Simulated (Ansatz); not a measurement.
## Calculated ³⁵Cl NMR of the central transition for H₇ClO₃

Cell: a computed structure from the Materials Project (it need not be an observed phase), atoms as given.

```yaml
crystal:
  lattice:
    - [6.13661, 0.00000, 0.00000]
    - [-2.26084, 6.24648, 0.00000]
    - [-2.39552, -2.73316, 5.65464]
  atoms:
    - { symbol: H, position: [0.39560, 0.03419, 0.23016] }
    - { symbol: H, position: [0.57495, 0.27222, 0.46531] }
    - { symbol: H, position: [0.91490, 0.20468, 0.08215] }
    - { symbol: H, position: [0.17732, 0.45272, 0.08855] }
    - { symbol: H, position: [0.06316, 0.45849, 0.31393] }
    - { symbol: H, position: [0.74658, 0.66963, 0.78825] }
    - { symbol: H, position: [0.45127, 0.53457, 0.56727] }
    - { symbol: H, position: [0.22718, 0.78171, 0.65621] }
    - { symbol: H, position: [0.93953, 0.56681, 0.54477] }
    - { symbol: H, position: [0.73697, 0.83840, 0.57301] }
    - { symbol: H, position: [0.00080, 0.02121, 0.57679] }
    - { symbol: H, position: [0.70855, 0.05927, 0.46168] }
    - { symbol: H, position: [0.40563, 0.44773, 0.97971] }
    - { symbol: H, position: [0.23133, 0.56254, 0.86990] }
    - { symbol: Cl, position: [0.42457, 0.13530, 0.79466] }
    - { symbol: Cl, position: [0.97866, 0.83200, 0.11692] }
    - { symbol: O, position: [0.58558, 0.15249, 0.35073] }
    - { symbol: O, position: [0.07816, 0.35806, 0.18449] }
    - { symbol: O, position: [0.63788, 0.59775, 0.60637] }
    - { symbol: O, position: [0.12313, 0.60188, 0.59066] }
    - { symbol: O, position: [0.83300, 0.00040, 0.57898] }
    - { symbol: O, position: [0.32219, 0.54783, 0.01635] }
```

Sites (sets of like atoms) are named by element and the number of their first atom in this list.

All values are calculated (Ansatz; DFT, r2SCAN, plane waves and PAW, scalar-relativistic, 500 eV cutoff, Γ-centred 5×4×4 k-points, Fermi–Dirac smearing 0.02 eV), not measured.

³⁵Cl has I = 3/2 and Q = -81.12 mb (Pyykkö 2018); at 28.2 T its Larmor frequency is ν₀ = 117.8 MHz. Only the quadrupole interaction is simulated: positions count from each site's isotropic chemical shift, and shift anisotropy, dipolar and J coupling are left out.

Task: Give C_Q, η, the quadrupolar product P_Q = |C_Q|(1 + η²/3)^½, the second-order isotropic shift and the breadth of the pattern (static powder) for each Cl site.

Result: 

```csv
site,first shell,C_Q (MHz),η,P_Q (MHz),δ_QIS (ppm),breadth (kHz)
Cl15,3 H at 1.99–2.20 Å; also 3 O at 3.01–3.14 Å,8.97,0.97,10.3,-190,168
Cl16,3 H at 1.88–2.69 Å; also 3 O at 2.91–3.21 Å,-7.17,0.88,8.03,-116,102
```

δ_QIS = −(ν_Q²/30ν₀²)[I(I+1) − 3/4](1 + η²/3) × 10⁶ ppm with ν_Q = 3|C_Q|/[2I(2I−1)]; it falls as 1/B₀² in ppm, and the breadth as 1/B₀ in kHz.

The largest force is 0.6 eV/Å, so the atoms aren't at the calculated equilibrium and relaxing them would move these values.
